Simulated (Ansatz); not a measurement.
Sn8HO16: frames of a relaxation, H_i, charge +0, atoms relaxed at the host's cell

Level of theory: PBE, collinear spin, scalar-relativistic; Ansatz, plane waves to 420 eV (PAW set soft_2), k-mesh 3×3×3.

Positions in Å and forces in eV/Å; free energies count from the last frame.

```
25
Lattice="-4.827 4.827 0.000 -4.827 -4.827 0.000 4.827 0.000 6.476" Properties=species:S:1:pos:R:3:forces:R:3 pbc="T T T" step=1 dE=2.706eV
Sn   -2.414    2.414    1.619   -1.068   -0.181    1.022
Sn   -2.414    2.414    4.857    0.657    0.548   -1.174
Sn   -2.414   -2.414    1.619    0.808   -0.346    0.043
Sn   -2.414   -2.414    4.857   -0.158    0.002   -0.052
Sn   -4.827    0.000    0.000    0.005    1.257   -0.672
Sn   -4.827    0.000    3.238   -0.370    0.440    0.631
Sn   -4.827   -4.827    0.000   -0.029   -0.730   -0.309
Sn    0.000    0.000    3.238    0.256   -0.310    0.562
O    -3.893    3.893    1.619   -0.084    0.167   -0.070
O     0.934   -0.934    4.857   -0.082   -0.073    0.206
O    -3.904   -0.903    1.625    0.297   -1.140   -0.410
O    -3.893   -0.934    4.857    0.114   -0.155    0.007
O    -0.946    0.912    1.650    0.118    0.607   -0.672
O    -0.934    0.934    4.857    0.106   -0.117    0.000
O    -5.761    0.934    1.619   -0.072    0.112   -0.022
O    -0.934   -3.893    4.857   -0.124    0.228    0.237
O    -3.347    1.480    0.000    0.197    0.054    0.052
O    -3.347    1.480    3.238   -0.026   -0.078   -0.162
O    -3.283   -3.399   -0.118   -0.965   -0.075    1.827
O    -3.347   -3.347    3.238   -0.076    0.040   -0.228
O    -6.332   -1.424    0.102    0.573   -0.512   -1.054
O    -1.480    3.347    3.238    0.117    0.031   -0.049
O    -1.480   -1.480    0.000   -0.107    0.067    0.158
O    -1.480   -1.480    3.238   -0.048    0.038    0.036
H    -4.760   -2.344    0.807   -0.042    0.125    0.094
```

```
25
Lattice="-4.827 4.827 0.000 -4.827 -4.827 0.000 4.827 0.000 6.476" Properties=species:S:1:pos:R:3:forces:R:3 pbc="T T T" step=4 dE=0.942eV
Sn   -2.480    2.433    1.651    0.503   -0.065   -0.381
Sn   -2.464    2.416    4.857   -0.290   -0.226    0.444
Sn   -2.317   -2.459    1.642   -0.170   -0.319   -0.258
Sn   -2.372   -2.429    4.852    0.397    0.163    0.294
Sn   -4.811    0.076   -0.066   -0.429   -0.135   -0.259
Sn   -4.835   -0.061    3.237   -0.302    0.079    0.501
Sn   -4.846   -4.877   -0.032    0.135    0.813    0.270
Sn    0.009    0.044    3.225   -0.160    0.330   -0.445
O    -3.915    3.913    1.604    0.126   -0.222    0.026
O     0.932   -0.904    4.835    0.058    0.018   -0.115
O    -4.110   -1.261    1.517   -0.610   -0.823   -0.649
O    -3.851   -0.963    4.859   -0.047    0.025   -0.040
O    -0.811    1.126    1.568   -0.332   -0.737    0.509
O    -0.968    0.961    4.835   -0.020    0.033    0.101
O    -5.713    0.906    1.606    0.207   -0.147   -0.046
O    -0.928   -3.917    4.841    0.050   -0.152   -0.207
O    -3.316    1.489    0.005   -0.223   -0.289    0.128
O    -3.361    1.414    3.227   -0.030   -0.163   -0.191
O    -3.479   -3.262    0.061    0.844   -0.404   -0.752
O    -3.305   -3.354    3.236    0.084   -0.022    0.151
O    -6.114   -1.604    0.039   -0.810    0.445   -0.368
O    -1.517    3.347    3.250   -0.054    0.054    0.092
O    -1.504   -1.484    0.007    0.005    0.077    0.096
O    -1.475   -1.430    3.231   -0.102    0.049   -0.233
H    -4.771   -2.105    1.024    1.169    1.619    1.332
```

```
25
Lattice="-4.827 4.827 0.000 -4.827 -4.827 0.000 4.827 0.000 6.476" Properties=species:S:1:pos:R:3:forces:R:3 pbc="T T T" step=10 dE=0.000eV
Sn   -2.498    2.401    1.587   -0.003    0.003   -0.001
Sn   -2.430    2.418    4.825    0.003    0.002   -0.003
Sn   -2.257   -2.490    1.587    0.004   -0.009   -0.001
Sn   -2.430   -2.410    4.826    0.001    0.002    0.004
Sn   -4.868    0.001   -0.108   -0.003    0.005   -0.005
Sn   -4.868    0.001    3.282   -0.004    0.003    0.005
Sn   -4.824   -4.803   -0.019    0.003   -0.001   -0.007
Sn    0.003    0.024    3.193    0.003   -0.001    0.006
O    -3.987    3.833    1.587    0.001    0.002    0.000
O     0.866   -1.002    4.805    0.001    0.000    0.000
O    -4.069   -1.242    1.587   -0.003   -0.009    0.000
O    -3.961   -1.002    4.846    0.001    0.000   -0.001
O    -0.801    1.135    1.587   -0.001    0.004    0.000
O    -0.890    1.014    4.793   -0.001    0.000   -0.001
O    -5.618    0.921    1.587   -0.001    0.000    0.001
O    -0.890   -3.814    4.858   -0.001    0.000    0.000
O    -3.304    1.366   -0.025    0.001    0.000    0.004
O    -3.304    1.366    3.200    0.001    0.001   -0.003
O    -3.248   -3.421   -0.016   -0.004   -0.001    0.003
O    -3.249   -3.421    3.191   -0.003    0.000   -0.004
O    -6.381   -1.429   -0.023    0.001   -0.002    0.003
O    -1.554    3.398    3.197    0.001   -0.002   -0.004
O    -1.540   -1.398   -0.014   -0.001    0.001    0.003
O    -1.540   -1.398    3.189   -0.001    0.002   -0.003
H    -4.683   -2.035    1.587    0.003    0.000    0.000
```

Caveats: a carrier lies in a band of the host or at its edge, so the energy may hold band filling; a moment set at the start was lost; the odd electron ends without a moment, so a state with one unpaired electron may lie lower.
